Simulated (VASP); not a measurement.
## PbS (strained rocksalt), PBE single-point calculation: Ansatz's output and VASP's

```
Pb S
1.0
    -0.16432    2.94240    2.94240
     2.94240   -0.16432    2.94240
     2.94240    2.94240   -0.16432
Pb S
1 1
Direct
  0.00000 0.00000 0.00000
  0.50000 0.50000 0.50000
```

Ansatz printed

```
SCF 1 converged in 6 iterations: F = -12809.539532 eV  dr2 = 9.55e-11
  greatest PAW one-centre occupation: 0.982 electrons in one spin orbital (limit 2), on the Pb atom at site 0 (counted from 0), in its partial waves of l = 2
NSCF: frozen V_eff on 7 k-points
SCF converged after 6 iterations
Free energy (F): -12809.539532 eV
Harris-Foulkes:  -12809.539532 eV  (|F-HF|=2.66e-10)
Internal energy: -12809.539446 eV  (E = F + TS)
E sigma→0 (E₀):  -12809.539489 eV
Entropy (-TS):   -0.000086 eV (-0.043 meV/atom)
Fermi energy:    7.669692 eV
--- Per-component energies (eV) ---
  E_band       = -69.168328
  E_kinetic    = 391.966679
  E_local      = -1262.128336  (includes V_loc(G=0)·N_el)
  E_nonlocal   = 378.411017
  E_hartree    = 488.668380
  E_xc         = -317.855182
  E_vxc        = -219.568514  (∫ρ·V_xc dr)
  E_paw        = -11003.254297  (= ΣΔE_a)
  E_vpaw       = -335.186251  (= ΣTr[D̂ρ^β])
  E_aug_tail   = 0.000051  (compensation charges beyond the density's cutoff)
  E_ewald      = -1485.347758
  E_smearing   = -0.000086  (= −TS)
  E_closure    = 0.000000  (closes the sum)
  Σ components = -12809.539532   (vs F -12809.539532, Δ=0.00e0)
--- Forces (eV/Å), atoms counted from 1 ---
  atom   1  Pb    -0.00000000     0.00000000    -0.00000000
  atom   2  S      0.00000000     0.00000000     0.00000000
  max |Σ_I F_I| component: 1.58e-30 eV/Å
--- Stress (GPa, compression-positive) ---
       -1.043439       0.976073       0.976073
        0.976073      -1.043439       0.976073
        0.976073       0.976073      -1.043439
  P = ⅓ Tr σ = -1.0434 GPa (-10.434 kbar)
--- Band table (eV; the first three rows and the last of 65) ---
  k-point 0: bands = ["-9.1965", "-9.1965", "-9.1924", "-9.1573", "-9.1573", "-5.5070", "1.3988", "5.5223", "5.5223", "6.0467", "12.5578", "12.6760", "12.6760", "14.0966"]
  k-point 1: bands = ["-9.1978", "-9.1950", "-9.1881", "-9.1588", "-9.1559", "-5.3891", "1.0182", "5.5778", "5.8071", "6.0692", "11.4899", "11.9849", "12.0387", "14.3641"]
  k-point 2: bands = ["-9.2031", "-9.1961", "-9.1741", "-9.1618", "-9.1503", "-5.0637", "0.1765", "5.7304", "6.0801", "6.4652", "9.9782", "10.8657", "11.0758", "14.5920"]
  k-point 64: bands = ["-9.1965", "-9.1893", "-9.1893", "-9.1425", "-9.1425", "-4.3108", "-0.6659", "5.8613", "5.8613", "7.2161", "7.7018", "9.2278", "9.2278", "16.2646"]
```

Datasets and cutoffs are each program's own. VASP's cell holds 20 valence electrons and Ansatz's 20. Ansatz's stress includes a Pulay correction; VASP's doesn't.

Question: What does VASP give for the same cell and level of theory?

Answer: gap between bands v and c 0.09 eV; least direct gap 0.49 eV; pressure -1.1 GPa.

From OUTCAR

```
k-points           NKPTS =     65   k-points in BZ     NKDIM =     65   number of bands    NBANDS=     17

   NELECT =      20.0000    total number of electrons

   dimension x,y,z NGX =    32 NGY =   32 NGZ =   32
   dimension x,y,z NGXF=    64 NGYF=   64 NGZF=   64

  energy-cutoff  :      520.00
  volume of cell :       55.21
      direct lattice vectors                 reciprocal lattice vectors
    -0.164320115  2.942401868  2.942401868    -0.156318322  0.165564358  0.165564358
     2.942401868 -0.164320115  2.942401868     0.165564358 -0.156318322  0.165564358
     2.942401868  2.942401868 -0.164320115     0.165564358  0.165564358 -0.156318322

 k-points in reciprocal lattice and weights: KPOINTS created by Atomic Simulation Env
   0.00000000  0.00000000  0.00000000       0.002
   0.12500000  0.00000000 -0.00000000       0.012
   0.25000000  0.00000000 -0.00000000       0.012
   0.37500000  0.00000000  0.00000000       0.012
   0.50000000  0.00000000 -0.00000000       0.006
   0.12500000  0.12500000  0.00000000       0.012
   0.25000000  0.12500000 -0.00000000       0.023
   0.37500000  0.12500000  0.00000000       0.023
   ...

 E-fermi :   5.1834

 k-point     1 :       0.0000    0.0000    0.0000
  band No.  band energies     occupation
      1     -11.6749      2.00000
      2     -11.6749      2.00000
      3     -11.6715      2.00000
      4     -11.6347      2.00000
      5     -11.6347      2.00000
      6      -7.9910      2.00000
      7      -1.0954      2.00000
      8       3.0403      2.00000
      9       3.0403      2.00000
     10       3.5636      2.00000
     11      10.0708      0.00000
     12      10.1902      0.00000
     13      10.1902      0.00000
     14      11.6376      0.00000
     15      11.6376      0.00000
     16      12.7489      0.00000
     17      14.0485      0.00000

 k-point     2 :       0.1250    0.0000   -0.0000
  band No.  band energies     occupation
      1     -11.6763      2.00000
      2     -11.6737      2.00000
      3     -11.6669      2.00000
      4     -11.6362      2.00000
      5     -11.6332      2.00000
      6      -7.8730      2.00000
      7      -1.4751      2.00000
      8       3.0957      2.00000
      9       3.3241      2.00000
     10       3.5858      2.00000
     11       9.0060      0.00000
     12       9.5029      0.00000
     13       9.5553      0.00000
     14      11.8971      0.00000
     15      11.9505      0.00000
     16      12.9349      0.00000
     17      14.9125      0.00000

 k-point     3 :       0.2500    0.0000   -0.0000
  band No.  band energies     occupation
      1     -11.6816      2.00000
      2     -11.6748      2.00000
      3     -11.6527      2.00000
      4     -11.6393      2.00000
      5     -11.6277      2.00000
      6      -7.5473      2.00000
      7      -2.3159      2.00000
      8       3.2482      2.00000
      9       3.5970      2.00000
     10       3.9800      2.00000
     11       7.4937      0.00000
     12       8.3851      0.00000
     13       8.5944      0.00000
     14      12.1201      0.00000
     15      12.6940      0.00000
     16      13.7396      0.00000
     17      16.5134      0.00000

 k-point     4 :       0.3750    0.0000    0.0000
  band No.  band energies     occupation
      1     -11.6885      2.00000
      2     -11.6770      2.00000
      3     -11.6444      2.00000
      4     -11.6356      2.00000
      5     -11.6205      2.00000
      6      -7.1306      2.00000
      7      -3.1520      2.00000
      8       3.4378      2.00000
      9       3.6765      2.00000
     10       4.6300      2.00000
     11       6.3077      0.00000
     12       7.5187      0.00000
     13       7.8526      0.00000
     14      12.8271      0.00000
     15      13.7822      0.00000
     16      14.8324      0.00000
     17      16.5286      0.00000

 k-point     5 :       0.5000    0.0000   -0.0000
  band No.  band energies     occupation
      1     -11.6916      2.00000
      2     -11.6781      2.00000
      3     -11.6448      2.00000
      4     -11.6301      2.00000
      5     -11.6172      2.00000
      6      -6.9106      2.00000
      7      -3.5276      2.00000
      8       3.5325      2.00000
      9       3.7187      2.00000
     10       5.1242      1.90145
     11       5.6340      0.00000
     12       7.1874      0.00000
     13       7.5742      0.00000
     14      13.6705      0.00000
     15      14.6458      0.00000
     16      14.6780      0.00000
     17      16.6441      0.00000

 ...

  Total       -0.3833772     -0.3833772     -0.3833772      0.3369765      0.3369765      0.3369765
  in kB      -11.1249820    -11.1249820    -11.1249820      9.7785091      9.7785091      9.7785091
  external PRESSURE =     -11.1249820 kB  Pullay stress =       0.0000000 kB

 POSITION                                       TOTAL-FORCE (eV/Angst)
 -----------------------------------------------------------------------------------
      0.00000      0.00000      0.00000         0.000000     -0.000000     -0.000000
      2.86024      2.86024      2.86024        -0.000000      0.000000      0.000000
 -----------------------------------------------------------------------------------
    total drift:                                0.000000     -0.000000     -0.000000

  FREE ENERGIE OF THE ION-ELECTRON SYSTEM (eV)
  ---------------------------------------------------
  free  energy   TOTEN  =        -8.7378546107 eV

  energy  without entropy=       -8.7377758549  energy(sigma->0) =       -8.73781523
```
